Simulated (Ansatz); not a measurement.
Reaction (substitution at a C–C bond): `CCCC(C)CC` + `BN` → `BNCC` + `CCC(C)C`

Program: Ansatz. Geometries: PBE0-D4/def2-TZVP. ΔE: electronic, gas phase. CCSD(T)/CBS is the MP2 limit (def2-TZVPP, def2-QZVPP) plus CCSD(T) − MP2 in def2-TZVPP, frozen cores. This one scheme is used for every species. Functionals use def2-TZVPP. HSE06 is defined as in plane-wave codes. Each species was taken in one conformer, which may not be the lowest.

```csv
level,ΔE (kJ/mol),difference from CCSD(T)/CBS
LDA (SPW92),16.7,-4.4
r2SCAN-D4,17.9,-3.2
r2SCANh-D4,18.6,-2.5
r2SCAN0-D4,19.5,-1.6
ωB97X-V,18.7,-2.4
ωB97M-V,20.3,-0.8
B2PLYP,15.6,-5.5
PBE,13.1,-8.0
PBE0,15.6,-5.5
r2SCAN0,17.9,-3.2
HSE06,15.4,-5.7
BHLYP,14.2,-6.9
CAM-B3LYP,13.7,-7.4
SCS-MP2/def2-TZVPP,19.6,-1.5
SCS-MP2/def2-QZVPP,20.0,-1.1
HF/CBS(def2),12.8,-8.3
CCSD(T)/CBS,21.1,0
```

Largest T1 diagnostic among the species: 0.012.

From BLYP to BHLYP (50 % exact exchange), in def2-TZVPP and without D4, ΔE moves by +5.3 kJ/mol. Leaving LDA and LC-ωPBE aside and taking each functional with its dispersion term where it has one, the values, not all of them listed here, spread over 6.3 kJ/mol, from BLYP-D4 to ωB97M-V. LDA lies +3.6 kJ/mol from PBE without D4.

CCSD(T)/CBS has its own doubt, a few kJ/mol and more with outer-core shells, so smaller differences from it don't rank the levels.
